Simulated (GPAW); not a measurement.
Set up this calculation in GPAW 26.7.0, as an ASE script.

| Quantity | Value |
| --- | --- |
| Task | relaxation of cell and atoms |
| Functional | BLYP |
| Potentials or basis | PAW data sets generated in the run's folder for this functional |
| Cutoff | 800 eV |
| Basis | pw |
| k mesh | 10 × 10 × 8 |
| Occupations | fermi-dirac, width 0.05 eV |
| Spin | no spin polarisation |
| Eigensolver | davidson |
| Maxiter | 150 |
| Optimizer | FIRE |
| Fmax | 0.02 eV/Å |
| Max steps | 60 |
| Convergence | density=1e-05 forces=0.0001 |

The structure of MgB2 lies in MgB2.xyz:

```xyz
3
Lattice="3.0850000000 0.0000000000 0.0000000000 -1.5425000000 2.6716883707 0.0000000000 0.0000000000 0.0000000000 3.5230000000" Properties=species:S:1:pos:R:3 pbc="T T T"
Mg     0.0000000000      0.0000000000      0.0000000000
B      1.5425000002      0.8905627901      1.7615000000
B     -0.0000000002      1.7811255806      1.7615000000
```

One way to write it, as run:

run.py

```python
from ase.filters import FrechetCellFilter
from ase.io import read, write
from ase.optimize import FIRE
from gpaw import GPAW, PW, setup_paths

setup_paths.insert(0, '.')

atoms = read('MgB2.xyz')

calc = GPAW(mode=PW(800),
            xc='BLYP',
            kpts={'size': (10, 10, 8), 'gamma': True},
            occupations={'name': 'fermi-dirac', 'width': 0.05},
            nbands=17,
            convergence={'density': 1e-05, 'forces': 0.0001},
            eigensolver='davidson',
            maxiter=150,
            txt='gpaw.txt')
atoms.calc = calc
opt = FIRE(FrechetCellFilter(atoms), trajectory='relax.traj', logfile='-')
done = opt.run(fmax=0.02, steps=60)
calc.write('gs.gpw')
write('result.traj', atoms)
print('Converged:', done)
print('Cell:', atoms.cell.cellpar().round(4))
print('Volume:', round(atoms.get_volume(), 4))
print(atoms.get_scaled_positions().round(5))
```

Potentials or basis: PAW data sets generated in the run's folder for this functional, pw.

Command:

```sh
$ gpaw-setup -f BLYP B Mg
$ OMP_NUM_THREADS=1 python run.py
```

Results of the run:

```
Relaxed volume                         : 9.74 Å³/atom
Relaxed cell                           : a = 3.088 Å, b = 3.088 Å, c = 3.537 Å, α = 90.00°, β = 90.00°, γ = 120.00°
Space group after relaxing (to 0.05 Å) : P6/mmm (No. 191)
Energy gained by relaxing              : 0.2 meV/atom
Ionic steps                            : 7
Pressure after relaxing                : -0.1 GPa
Band gap on the k mesh                 : none (metal or under the smearing width)
```

Caveat: later steps reuse the first step's grids.

It took 4 min on 1 thread of Intel(R) Xeon(R) Processor @ 2.70GHz, on a shared host, peak memory 0.28 GiB.
